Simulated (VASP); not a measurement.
Runs of VASP 6.6.1 on BN. Symmetry: F-43m, No. 216, cubic system. The conventional cell has a = 3.626 Å, b = 3.626 Å, c = 3.626 Å, α = 90.00°, β = 90.00°, γ = 90.00°. N (site symmetry -43m) has 4 B at 1.57 Å as nearest neighbours. B (site symmetry -43m) is surrounded by 4 N at 1.57 Å. The cell is a database's computed one.

```csv
task,level,cell,cutoff (eV),gap on the mesh (eV),pressure (GPa),relaxed volume (Å³/atom)
relaxation of cell and atoms,optPBE-vdW,relaxed,600,4.75,0.0,6.00
relaxation of cell and atoms,vdW-DF-cx,relaxed,600,4.49,0.0,5.92
relaxation of cell and atoms,AM05,relaxed,600,4.37,-0.1,5.86
relaxation of cell and atoms,optB88-vdW,relaxed,600,4.76,0.0,(b)
relaxation of cell and atoms,revPBE,relaxed,600,4.53,0.0,(a)
relaxation of cell and atoms,BEEF-vdW,relaxed,600,4.84,-0.1,-
band structure,BLYP,as given,520,4.94,-,-
relaxation of cell and atoms,vdW-DF,relaxed,600,4.88,0.0,6.07
```

Alike in all rows: potentials or basis VASP PAW PBE potentials, release 64 (N, B); no spin polarisation; k mesh 13 × 13 × 13; smearing fermi-dirac 0.05 eV.

Q: Fill in the values left out.

A: (a) 6.02; (b) 5.94.

Caveats: the PAW data sets were made with another functional, which shifts forces and pressure a little; an odd mesh through Γ misses points on the zone boundary, where band edges often lie (some runs); the relaxation stopped at its first step, so nothing moved (some runs).

Runs at the PBE level aren't shown here.
